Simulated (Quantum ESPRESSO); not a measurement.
## AlPt under changes of volume

One of the cells (14.774 Å³/atom); the others are scaled copies at fixed shape and fractional positions:

```xyz
2
Lattice="3.0915 0.0000 0.0000 0.0000 3.0915 0.0000 0.0000 0.0000 3.0915" Properties=species:S:1:pos:R:3 pbc="T T T"
Pt    1.5458    1.5458    1.5458
Al    0.0000    0.0000    0.0000
```

Measurements of this composition are mostly on another form, of space group No. 198.

| Quantity | Value |
| --- | --- |
| Program | Quantum ESPRESSO 7.5 |
| Functional | PBEsol |
| Potentials or basis | GBRV 1.5 PBEsol |
| Cutoff | 612 eV |
| Density cutoff | 4898 eV |
| k mesh | 9 × 9 × 9 |
| Occupations | fermi-dirac, width 0.05 eV |
| Spin | no spin polarisation |

```csv
volume (Å³/atom),energy over the lowest point (meV/atom),pressure (GPa)
13.888,7.79,6.3
14.183,0.00,1.6
14.478,0.41,-2.5
14.774,8.03,-6.2
15.069,?,?
15.365,41.87,-12.4
15.660,66.71,-15.0
```

What does the run at 15.069 Å³/atom give?

Energy over the lowest point 22.11 meV/atom; pressure -9.5 GPa.

Worked out: A Birch-Murnaghan fit of order 3 (a polynomial in V^(-2/3)) to the other rows has its minimum at 14.31 Å³/atom with B0 = V·E''(V) = 203 GPa and B' = 4.7. It gives 22.06 meV/atom at 15.069 Å³/atom, against the run's 22.11, and -dE/dV = -9.2 GPa, against -9.5.

Energies are extrapolated to zero smearing.
